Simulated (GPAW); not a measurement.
Os:

```
Os
1.0
     0.00000    1.94500    1.94500
     1.94500    0.00000    1.94500
     1.94500    1.94500    0.00000
Os
1
Direct
  0.00000 0.00000 0.00000
```

This isn't the form of Os at room conditions, which is hcp.

```yaml
Program: GPAW 26.7.0
Task: single point
Functional: PBE
Potentials_or_basis: GPAW PAW data sets (gpaw-data 1.2.1)
Cutoff: 600 eV
Basis: pw
k_mesh: 12 × 12 × 12
Occupations: fermi-dirac, width 0.05 eV
Spin: no spin polarisation
```

On this cell: pressure -12.0 GPa; band gap on the k mesh none (metal or under the smearing width).

The same run follows on a disturbed copy (cell strained at random at fixed volume):

```
CELL_PARAMETERS angstrom
0.03202 1.94743 1.94431
1.93066 0.01867 1.95766
1.95368 1.98379 -0.00434
ATOMIC_POSITIONS crystal
Os 0.98977 0.99974 0.99869
```

Question: What changes?

Answer: The energy (extrapolated to zero smearing) moves by +15.3 meV/atom; pressure -11.6 GPa; band gap on the k mesh none (metal or under the smearing width).

Stress tensor (GPa, compression positive):
```
 -8.28  -8.98  -1.46
 -8.98 -13.20   2.65
 -1.46   2.65 -13.22
```
